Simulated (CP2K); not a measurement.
**C under changes of volume**

One of the cells (5.672 Å³/atom); the others are scaled copies at fixed shape and fractional positions:

```
C
1.0
     2.52207    0.00000    0.00000
     1.26103    2.18417    0.00000
     1.26103    0.72806    2.05926
C
2
Direct
  0.75000 0.75000 0.75000
  0.50000 0.50000 0.50000
```

This isn't the form of C at room conditions, which is graphite.

```yaml
Program: CP2K 2026.2
Functional: PBEsol
Potentials_or_basis: POTENTIAL_UZH C GTH-PBE-q4; TZVP-MOLOPT-PBE-GTH basis
Density_cutoff: 6123 eV
k_mesh: 13 × 13 × 13
Occupations: fermi-dirac, width 0.05 eV
Spin: no spin polarisation
```

```csv
volume (Å³/atom),energy over the lowest point (meV/atom),pressure (GPa),gap on the mesh (eV)
5.332,?,?,?
5.445,14.08,20.0,4.49
5.558,3.59,9.8,4.44
5.672,0.00,0.5,4.40
5.785,2.69,-8.0,4.35
5.899,11.12,-15.7,4.31
6.012,24.75,-22.7,4.27
```

Task: What does the run at 5.332 Å³/atom give?

Result: Energy over the lowest point 32.14 meV/atom; pressure 31.2 GPa; gap on the mesh 4.54 eV.

Worked out: A Birch-Murnaghan fit of order 3 (a polynomial in V^(-2/3)) to the other rows has its minimum at 5.68 Å³/atom with B0 = V·E''(V) = 442 GPa and B' = 3.7. It gives 32.07 meV/atom at 5.332 Å³/atom, against the run's 32.14, and -dE/dV = 31.2 GPa, against 31.2. A straight line through the other rows of the gap, of slope -2.22 eV per unit of ln V, extrapolates to 4.53 eV, against the run's 4.54.

Energies are extrapolated to zero smearing.

Caveats: the potentials were made for another functional, which shifts forces and pressure; an odd mesh through Γ misses points on the zone boundary, where band edges often lie; the basis of atomic orbitals isn't converged, which shifts pressures, moduli and gaps.
